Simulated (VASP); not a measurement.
# GaSb (F-43m) in VASP: band structure with PBE

Aim: the band structure of GaSb with PBE.

Program: VASP 6.6.1. These are calculated values, not measurements. Logs are shortened: lines on timing, memory, paths and dates and some standing lists are left out, and cuts for length are marked.

**Experimental background.**

From a printed reference work, data compilation, for a bulk crystal of GaSb at 4.2 K: band gap 0.811 eV (direct).

The runs below are set against these values where they give the same quantity.

## (1) Starting point

It takes space group F-43m (No. 216, cubic). The conventional cell has a = 6.221 Å, b = 6.221 Å, c = 6.221 Å, α = 90.00°, β = 90.00°, γ = 90.00°. Ga (site symmetry -43m) has 4 Sb at 2.69 Å as nearest neighbours. Sb (site symmetry -43m) has 4 Ga at 2.69 Å as nearest neighbours.

## (2) Band structure, PBE

INCAR

```
SYSTEM = GaSb
PREC = Accurate
ENCUT = 520
EDIFF = 1E-7
ISMEAR = 0
SIGMA = 0.02
LREAL = .False.
LASPH = .True.
NELM = 60
ALGO = Fast
ISIF = 2
LWAVE = .False.
LCHARG = .False.
GGA = PE
```

KPOINTS

```
Automatic mesh
0
Gamma
  6 6 6
  0 0 0
```

POSCAR

```
GaSb                                    
1.0
    0.0000000000      3.1102769567      3.1102769567
    3.1102769567      0.0000000000      3.1102769567
    3.1102769567      3.1102769567      0.0000000000
  Ga              Sb            
     1     1
Direct
     0.0000000000000000    0.0000000000000000    0.0000000000000000
     0.2500000000000000    0.2500000000000000    0.2500000000000000
```

KPOINTS_OPT

```
path GXWKGLUWLK,UX
20
line-mode
reciprocal
 0.0000000000  0.0000000000  0.0000000000  G
 0.5000000000  0.0000000000  0.5000000000  X

 0.5000000000  0.0000000000  0.5000000000  X
 0.5000000000  0.2500000000  0.7500000000  W

 0.5000000000  0.2500000000  0.7500000000  W
 0.3750000000  0.3750000000  0.7500000000  K

 0.3750000000  0.3750000000  0.7500000000  K
 0.0000000000  0.0000000000  0.0000000000  G

 0.0000000000  0.0000000000  0.0000000000  G
 0.5000000000  0.5000000000  0.5000000000  L

 0.5000000000  0.5000000000  0.5000000000  L
 0.6250000000  0.2500000000  0.6250000000  U

 0.6250000000  0.2500000000  0.6250000000  U
 0.5000000000  0.2500000000  0.7500000000  W

 0.5000000000  0.2500000000  0.7500000000  W
 0.5000000000  0.5000000000  0.5000000000  L

 0.5000000000  0.5000000000  0.5000000000  L
 0.3750000000  0.3750000000  0.7500000000  K

 0.6250000000  0.2500000000  0.6250000000  U
 0.5000000000  0.0000000000  0.5000000000  X
```

Potentials or basis: VASP PAW PBE potentials, release 64 (Ga_d, Sb).

Command:

```sh
$ cat potpaw_PBE.64/Ga_d/POTCAR potpaw_PBE.64/Sb/POTCAR > POTCAR
$ mpirun -np 1 vasp_std > vasp.out
```

OUTCAR:

```text
SYSTEM = GaSb
   PREC = Accurate
   ENCUT = 520
   EDIFF = 1E-7
   ISMEAR = 0
   LREAL = .False.
   LASPH = .True.
   NELM = 60
   ISIF = 2
   GGA = PE

 ion  position               nearest neighbor table
   1  0.000  0.000  0.000-   2 2.69   2 2.69   2 2.69   2 2.69
   2  0.250  0.250  0.250-   1 2.69   1 2.69   1 2.69   1 2.69

  LATTYP: Found a face centered cubic cell.
 ALAT       =     6.2205539134

  Lattice vectors:

 A1 = (   0.0000000000,   3.1102769567,   3.1102769567)
 A2 = (   3.1102769567,   0.0000000000,   3.1102769567)
 A3 = (   3.1102769567,   3.1102769567,   0.0000000000)

Analysis of symmetry for initial positions (statically):
=====================================================================
 Subroutine PRICEL returns:
 Original cell was already a primitive cell.

 Routine SETGRP: Setting up the symmetry group for a
 face centered cubic supercell.

 Subroutine GETGRP returns: Found 24 space group operations
 (whereof 24 operations were pure point group operations)
 out of a pool of 48 trial point group operations.

The static configuration has the point symmetry T_d .

Analysis of symmetry for dynamics (positions and initial velocities):
=====================================================================
 Subroutine PRICEL returns:
 Original cell was already a primitive cell.

 Routine SETGRP: Setting up the symmetry group for a
 face centered cubic supercell.

 Subroutine GETGRP returns: Found 24 space group operations
 (whereof 24 operations were pure point group operations)
 out of a pool of 48 trial point group operations.

The dynamic configuration has the point symmetry T_d .

 Subroutine INISYM returns: Found 24 space group operations
 (whereof 24 operations are pure point group operations),
 and found     1 'primitive' translations

----------------------------------------------------------------------------------------

                                     Primitive cell

  volume of cell :      60.1765

  direct lattice vectors                    reciprocal lattice vectors
     0.000000000  3.110276957  3.110276957    -0.160757388  0.160757388  0.160757388
     3.110276957  0.000000000  3.110276957     0.160757388 -0.160757388  0.160757388
     3.110276957  3.110276957  0.000000000     0.160757388  0.160757388 -0.160757388

  length of vectors
     4.398595855  4.398595855  4.398595855     0.278439964  0.278439964  0.278439964

  position of ions in fractional coordinates (direct lattice)
     0.000000000  0.000000000  0.000000000
     0.250000000  0.250000000  0.250000000

  ion indices of the primitive-cell ions
   primitive index   ion index
                 1           1
                 2           2

----------------------------------------------------------------------------------------

 KPOINTS: Automatic mesh

Automatic generation of k-mesh.
 Grid dimensions read from file:
 generate k-points for:    6    6    6

 Generating k-lattice:

  Cartesian coordinates                     Fractional coordinates (reciprocal lattice)
    -0.026792898  0.026792898  0.026792898     0.166666667  0.000000000  0.000000000
     0.026792898 -0.026792898  0.026792898     0.000000000  0.166666667  0.000000000
     0.026792898  0.026792898 -0.026792898     0.000000000  0.000000000  0.166666667

  Length of vectors
     0.046406661  0.046406661  0.046406661

  Shift w.r.t. Gamma in fractional coordinates (k-lattice)
     0.000000000  0.000000000  0.000000000

 Subroutine IBZKPT returns following result:
 ===========================================

 Found     16 irreducible k-points:

 Following reciprocal coordinates:
            Coordinates               Weight
  0.000000  0.000000  0.000000      1.000000
  0.166667  0.000000  0.000000      8.000000
  0.333333  0.000000  0.000000      8.000000
  0.500000  0.000000  0.000000      4.000000
  0.166667  0.166667  0.000000      6.000000
  0.333333  0.166667  0.000000     24.000000
[... 8 lines left out ...]
 -0.333333  0.333333  0.166667     24.000000
 -0.333333  0.500000  0.166667     12.000000
   k-points           NKPTS =     16   k-points in BZ     NKDIM =     16   number of bands    NBANDS=     13
   number of dos      NEDOS =    301   number of ions     NIONS =      2
   total plane-waves  NPLWV =  46656
   dimension x,y,z NGX =    36 NGY =   36 NGZ =   36
   dimension x,y,z NGXF=    72 NGYF=   72 NGZF=   72
   ions per type =               1   1
   NGX,Y,Z   is equivalent  to a cutoff of  13.61, 13.61, 13.61 a.u.
   NGXF,Y,Z  is equivalent  to a cutoff of  27.21, 27.21, 27.21 a.u.
 SYSTEM =  GaSb
   PREC   = accura    normal or accurate (medium, high low for compatibility)
   ISTART =      0    job   : 0-new  1-cont  2-samecut
   ICHARG =      2    charge: 1-file 2-atom 10-const
   ISPIN  =      1    spin polarized calculation?
   LNONCOLLINEAR =      F non collinear calculations
   LSORBIT =      F    spin-orbit coupling
   LASPH  =      T    aspherical Exc in radial PAW
   ENCUT  =  520.0 eV  38.22 Ry    6.18 a.u.   8.18  8.18  8.18*2*pi/ulx,y,z
   NELM   =     60;   NELMIN=  2; NELMDL= -5     # of ELM steps
   EDIFF  = 0.1E-06   stopping-criterion for ELM
   LREAL  =      F    real-space projection
   EDIFFG = 0.1E-05   stopping-criterion for IOM
   NSW    =      0    number of steps for IOM
   IBRION =     -1    ionic relax: 0-MD 1-quasi-New 2-CG
   NFREE  =      0    steps in history (QN), initial steepest desc. (CG)
   ISIF   =      2    stress and relaxation
   ISYM   =      2    0-nonsym 1-usesym 2-fastsym
   POTIM  = 0.5000    time-step for ionic-motion
   TEBEG  =    0.0;   TEEND  =   0.0 temperature during run
   PSTRESS=    0.0 pullay stress
   NELECT =      18.0000    total number of electrons
   NUPDOWN=      -1.0000    fix difference up-down
   EMIN   =  10.00;   EMAX   =-10.00  energy-range for DOS
   EFERMI =   0.00;   METHOD = LEGACY
   ISMEAR =     0;   SIGMA  =   0.02  broadening in eV -4-tet -1-fermi 0-gaus
   EFERMI_NEDOS =   21; number of points for ismear=-14 and -15
   IALGO  =     68    algorithm
   IMIX   =      4    mixing-type and parameters
     AMIX     =   0.40;   BMIX     =  1.00
     AMIX_MAG =   1.60;   BMIX_MAG =  1.00
  volume/ion in A,a.u.               =      30.09       203.05
  Fermi-wavevector in a.u.,A,eV,Ry     =   1.094855  2.068976 16.309405  1.198707
  Thomas-Fermi vector in A             =   2.231168
   LORBIT       =      0    0 simple, 1 ext, 2 COOP (PROOUT), +10 PAW based schemes
   GGA     = PE    functional components
   LHFCALC =     F    Hartree Fock is set to
   AEXX    =    0.0000 exact exchange contribution
   IVDW    =     0    specifies the selected vdW correction
   LEPSILON=     F    determine dielectric tensor
   LRPA    =     F    only Hartree local field effects (RPA)
 non-spin polarized calculation
 RMM-DIIS sequential band-by-band and
 Gauss-broadening in eV      SIGMA  =   0.02
  energy-cutoff  :      520.00
  volume of cell :       60.18
 maximum number of plane-waves:      1639
 NGX is ok and might be reduce to    36
   NGX = 17   NGY = 17   NGZ = 17

 number of electron      17.9999991 magnetization

 Free energy of the ion-electron system (eV)
  ---------------------------------------------------
  ext. energy  EPLUGINS =         0.00000000
  ---------------------------------------------------
  free energy    TOTEN  =        -7.34312005 eV

  energy without entropy =       -7.34297722  energy(sigma->0) =       -7.34304863

 E-fermi :   4.3880     XC(G=0):  -8.8671

 val. band max:        4.3818842087   @ k =   0.0000   0.0000   0.0000
 cond. band min:       4.6838844498   @ k =   0.5000   0.0000   0.0000
 fundamental gap:      0.3020002411
 Fermi energy:         4.3879752099

 k-point     1 :       0.0000    0.0000    0.0000
  band No.  band energies     occupation
      1     -10.5674      2.00000
      2     -10.5674      2.00000
      3     -10.5674      2.00000
      4     -10.5251      2.00000
      5     -10.5251      2.00000
      6      -6.7589      2.00000
      7       4.0694      2.00000
      8       4.3819      1.33337
      9       4.3819      1.33331
     10       4.3819      1.33331
     11       7.1656      0.00000
     12       7.1656      0.00000
     13       7.1656      0.00000

 k-point     2 :       0.1667    0.0000    0.0000
  band No.  band energies     occupation
      1     -10.5730      2.00000
      2     -10.5648      2.00000
      3     -10.5648      2.00000
      4     -10.5253      2.00000
      5     -10.5253      2.00000
      6      -6.4944      2.00000
      7       1.6725      2.00000
      8       4.0108      2.00000
      9       4.0108      2.00000
     10       5.2413      0.00000
     11       7.6739      0.00000
     12       7.6739      0.00000
     13       8.1948      0.00000

 k-point     3 :       0.3333    0.0000    0.0000
  band No.  band energies     occupation
      1     -10.5841      2.00000
      2     -10.5603      2.00000
      3     -10.5603      2.00000
      4     -10.5252      2.00000
      5     -10.5252      2.00000
      6      -5.7955      2.00000
      7      -0.6461      2.00000
      8       3.5013      2.00000
      9       3.5013      2.00000
     10       4.8676      0.00000
     11       8.1236      0.00000
     12       8.1236      0.00000
     13      10.6223      0.00000
[... 177 lines left out ...]
 k-point    15 :      -0.3333    0.3333    0.1667
  band No.  band energies     occupation
      1     -10.5964      2.00000
      2     -10.5548      2.00000
      3     -10.5507      2.00000
      4     -10.5287      2.00000
      5     -10.5247      2.00000
      6      -4.7240      2.00000
      7      -1.8698      2.00000
      8       1.1485      2.00000
      9       2.1822      2.00000
     10       7.0880      0.00000
     11       8.0096      0.00000
     12       9.6435      0.00000
     13      10.1596      0.00000

 k-point    16 :      -0.3333    0.5000    0.1667
  band No.  band energies     occupation
      1     -10.6003      2.00000
      2     -10.5518      2.00000
      3     -10.5479      2.00000
      4     -10.5314      2.00000
      5     -10.5234      2.00000
      6      -4.4724      2.00000
      7      -2.1273      2.00000
      8       1.4099      2.00000
      9       1.5786      2.00000
     10       6.8877      0.00000
     11       7.2188      0.00000
     12      10.3009      0.00000
     13      10.3450      0.00000

------------------------ aborting loop because EDIFF is reached ----------------------------------------

  FORCE on cell =-STRESS in cart. coord.  units (eV):
  Direction    XX          YY          ZZ          XY          YZ          ZX
  --------------------------------------------------------------------------------------
  -------------------------------------------------------------------------------------
  Total        0.0017865      0.0017865      0.0017865      0.0000000     -0.0000000     -0.0000000
  in kB        0.0475643      0.0475643      0.0475643      0.0000000     -0.0000000     -0.0000000
  external PRESSURE =       0.0475643 kB  Pullay stress =       0.0000000 kB

 VOLUME and BASIS-vectors are now :
 -----------------------------------------------------------------------------
  energy-cutoff  :      520.00
  volume of cell :       60.18
      direct lattice vectors                 reciprocal lattice vectors
     0.000000000  3.110276957  3.110276957    -0.160757388  0.160757388  0.160757388
     3.110276957  0.000000000  3.110276957     0.160757388 -0.160757388  0.160757388
     3.110276957  3.110276957  0.000000000     0.160757388  0.160757388 -0.160757388

 POSITION                                       TOTAL-FORCE (eV/Angst)
 -----------------------------------------------------------------------------------
      0.00000      0.00000      0.00000        -0.000000     -0.000000     -0.000000
      1.55514      1.55514      1.55514         0.000000      0.000000      0.000000
 -----------------------------------------------------------------------------------
    total drift:                                0.000001      0.000001      0.000001

  FREE ENERGIE OF THE ION-ELECTRON SYSTEM (eV)
  ---------------------------------------------------
  free  energy   TOTEN  =        -7.3431200517 eV

  energy  without entropy=       -7.3429772162  energy(sigma->0) =       -7.34304863
```

Run time: 2 min. Hardware: 1 thread of Intel Xeon Platinum 8488C (Sapphire Rapids), shared host; peak memory 0.21 GiB.

What came out:

```yaml
Free_energy: -7.3431 eV
Pressure: 0.0 GPa
Band_gap_along_the_path: none (metal or under the smearing width)
```

Levels at the corners of the path, in eV from the Fermi level:
```csv
point,band 6,band 7,band 8,band 9,band 10,band 11,band 12,band 13
Γ,-11.15,-0.32,-0.01,-0.01,-0.01,2.78,2.78,2.78
X,-8.89,-6.60,-2.41,-2.41,0.95,1.33,8.35,8.35
X,-8.89,-6.60,-2.41,-2.41,0.95,1.33,8.35,8.35
W,-8.85,-6.48,-3.13,-2.92,3.49,4.28,4.30,4.74
W,-8.85,-6.48,-3.13,-2.92,3.49,4.28,4.30,4.74
K,-8.95,-6.44,-3.38,-2.05,1.43,3.79,6.38,6.61
K,-8.95,-6.44,-3.38,-2.05,1.43,3.79,6.38,6.61
Γ,-11.15,-0.32,-0.01,-0.01,-0.01,2.78,2.78,2.78
Γ,-11.15,-0.32,-0.01,-0.01,-0.01,2.78,2.78,2.78
L,-9.65,-6.14,-1.08,-1.08,0.30,3.74,3.74,6.49
L,-9.65,-6.14,-1.08,-1.08,0.30,3.74,3.74,6.49
U,-8.95,-6.44,-3.38,-2.05,1.43,3.79,6.38,6.61
U,-8.95,-6.44,-3.38,-2.05,1.43,3.79,6.38,6.61
W,-8.85,-6.48,-3.13,-2.92,3.49,4.28,4.30,4.74
W,-8.85,-6.48,-3.13,-2.92,3.49,4.28,4.30,4.74
L,-9.65,-6.14,-1.08,-1.08,0.30,3.74,3.74,6.49
L,-9.65,-6.14,-1.08,-1.08,0.30,3.74,3.74,6.49
K,-8.95,-6.44,-3.38,-2.05,1.43,3.79,6.38,6.61
U,-8.95,-6.44,-3.38,-2.05,1.43,3.79,6.38,6.61
X,-8.89,-6.60,-2.41,-2.41,0.95,1.33,8.35,8.35
```

Caveat: spin-orbit coupling is left out, which moves the levels of the heavy elements; this crystal is a semiconductor, whose small gap the functional closes, so the metal is an error of the method.

## (3) Against experiment

Step 2. A measured gap of GaSb is 0.811 eV (direct; 4.2 K; a printed reference work, data compilation); the calculated 0.00 eV misses it by -0.81 eV. Spin-orbit coupling on Ga, Sb is left out. The value is that of PBE, without temperature or zero-point motion. Semilocal functionals fall short of measured gaps as a rule.
